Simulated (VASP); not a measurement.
A run of VASP 6.6.1 is set up as follows.

INCAR

```
SYSTEM = CoO
ALGO     = Normal         ! electronic algorithm
EDIFF    = 1E-6           ! SCF threshold, eV
ENCUT    = 520            ! plane-wave cutoff, eV
GGA      = PE             ! functional
ISIF     = 2              ! what is computed and relaxed
ISMEAR   = 0              ! smearing method
ISPIN    = 2              ! spin polarisation
LASPH    = .True.         ! aspherical terms in the spheres
LCHARG   = .False.        ! write CHGCAR
LDAU     = .True.         ! DFT+U
LDAUJ    = 0 0          
LDAUL    = 2 -1           ! shell
LDAUPRINT= 1            
LDAUTYPE = 2            
LDAUU    = 6 0            ! U, eV
LMAXMIX  = 4              ! l up to which the mixer works
LORBIT   = 11             ! projections on sites
LREAL    = .False.        ! projectors in reciprocal space
LWAVE    = .False.        ! write WAVECAR
MAGMOM   = 2 -2 0 0       ! initial moments
NBANDS   = 27             ! bands
NELM     = 100            ! most SCF steps
PREC     = Accurate       ! precision mode
SIGMA    = 0.05           ! smearing width, eV
```

Contents of KPOINTS:

```
k-points
0
Gamma
  6 6 6
  0 0 0
```

File POSCAR:

```
CoO
1.0
    0.0000000000      2.5705263100      2.5705263100
    2.5705263100      0.0000000000      2.5705263100
    2.5705263100      2.5705263100      0.0000000000
Co O
2 2
Direct
    0.0000000000      0.0000000000      0.0000000000
    0.5000000000      0.5000000000      0.5000000000
    0.2500000000      0.2500000000      0.2500000000
    0.7500000000      0.7500000000      0.7500000000
```

Potentials or basis: VASP PAW PBE potentials, release 64 (Co, O).

The run is started by

```console
$ cat potpaw_PBE.64/Co/POTCAR potpaw_PBE.64/O/POTCAR > POTCAR
$ mpirun -np 1 vasp_std > vasp.out
```

(1) Predict the band gap on the k mesh.

(2) Predict the pressure.

(3) What does it give for the site moments?

Answers

(1) 2.41 eV.

(2) 14.5 GPa.

(3) Co +2.75, -2.75; O +0.00 μB.
